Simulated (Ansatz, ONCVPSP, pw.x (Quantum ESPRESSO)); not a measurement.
**W: one change to the ONCV potential, in the atom and in the fcc crystal**

```
Element                 : W (Z = 74)
Generator               : ONCVPSP 4.0.1.1 (patched build)
Type                    : optimised norm-conserving Vanderbilt (ONCV)
Functional              : PBE
Relativity              : scalar-relativistic
Frozen core             : [Kr] 4d10 4f14
Valence charge          : 14
Reference configuration : 5s2 5p6 5d5 6s1
Partial waves           : 5s+6s: rc 1.80 bohr, ncon 4, nbas 8, qcut 5.9 1/bohr, 2 projectors; 5p: rc 1.85 bohr, ncon 4, nbas 8, qcut 6.1 1/bohr, 3 projectors, debl 0.6 Ha; 5d: rc 2.65 bohr, ncon 4, nbas 8, qcut 7 1/bohr, 3 projectors, debl 4 Ha
Local potential         : polynomial inside 1.25 bohr (lpopt 2, dvloc0 2 Ha)
Core correction         : Teter function fitted to the true core (icmod 2), fcfact 0.5
```

In the p channel the program set the typed energies aside and used -1.522, 0.250, 0.850 Ha.

Change: all radii but the core radius scaled by about 1.16 (s 2.10, p 2.14, d 3.08 bohr); local potential polynomial inside 1.46 bohr (lpopt 2, dvloc0 2 Ha).

Cutoffs, loose and tight: the cutoffs (Ha) at which the residual kinetic energy of the hardest occupied pseudo-wave falls to 1 and 0.1 mHa per electron. They do not see the model core or the augmentation charge, which bear on the density cutoff. Test errors are all-electron minus pseudo excitation energies from the reference, over the configurations 5s2 5p6 5d4 6s2; 5s2 5p6 5d4 6s1; 5s2 5p6 5d4 6s0; 5s2 5p6 5d3 6s0; variants that change the core or the reference have their own tests.

Crystal test: fcc W in pw.x 7.5, no spin, 14³ k-points, Fermi–Dirac smearing 0.01 Ry, cutoffs set for each file from its atomic test. The reference is all-electron LAPW (Ansatz 0.2.0) with the same functional, mesh and smearing; V0 and B0 come from Birch–Murnaghan fits to the pressures at five volumes. Errors are pseudo minus all-electron; Δ is the rms difference of the E(V) curves that follow from these fits, minima aligned, over ±6 % about the mean V0. Mesh and smearing are coarse, so the numbers serve the comparison and aren't converged zero-temperature values; the lattice is a test structure that the element need not adopt.

All-electron: a0 = 4.039 Å (V0 = 16.47 Å³/atom), B0 = 280.9 GPa.

Does the change bring the crystal closer to the all-electron result?

The mean pressure error goes from -2.58 to -5.26 GPa, so the change moves the solid further from the all-electron pressures.

```csv
quantity,base,changed
outcome (atom),"generated, projector energies reset by the program","generated, projector energies reset by the program"
"cutoff, loose (atom)",13 Ha,12 Ha
"cutoff, tight (atom)",17 Ha,14 Ha
bound ghosts (atom),none,none
largest test error (meV) (atom),+1.2 over the solved tests; 1 of 4 tests not solved or not reliable,+31 over the solved tests; 1 of 4 tests not solved or not reliable
cutoffs in pw.x (Ry),50/200,50/200
a0 (Å),4.027,4.013
a0 error (%),-0.31,-0.64
B0 error (%),+0.4,+0.2
Δ (meV/atom),9.3,19.4
mean pressure error (GPa),-2.58,-5.26
```

Base: Atomic configuration tests: 1 of 4 tests not solved or not reliable. Changed file: The largest radius (3.08 bohr) exceeds half the bond length (2.70 bohr), so the spheres overlap, which is one possible source of error among others. This is a poor potential for the solid. Atomic configuration tests: 1 of 4 tests not solved or not reliable.
